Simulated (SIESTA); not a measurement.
The system is ZrC.

```
CELL_PARAMETERS angstrom
0.00000 2.36500 2.36500
2.36500 0.00000 2.36500
2.36500 2.36500 0.00000
ATOMIC_POSITIONS crystal
Zr 0.50000 0.50000 0.50000
C 0.00000 0.00000 0.00000
```

Base run:

| Property | Result |
| --- | --- |
| Program | SIESTA 5.4.2 |
| Functional | PBE |
| Potentials or basis | PseudoDojo 0.4 standard (PBE files) |
| Basis | DZP (energy shift 0.003 Ry; two zetas on semicore shells) |
| Grid cutoff | 800 Ry |
| Energy shift | 0.003 Ry |
| k mesh | 10 × 10 × 10 |
| Occupations | fermi-dirac, width 0.05 eV |
| Spin | no spin polarisation |

Its results: band gap on the k mesh none (metal or under the smearing width); pressure -0.9 GPa.

Task: The run is repeated on the same cell with these changes: functional from PBE to LDA; potentials or basis from PseudoDojo 0.4 standard (PBE files) to PseudoDojo 0.4 standard (LDA files). What comes out?

Result: Band gap on the k mesh none (metal or under the smearing width); pressure -10.3 GPa.

Caveats: the basis of atomic orbitals isn't converged, which shifts pressures, moduli and gaps.
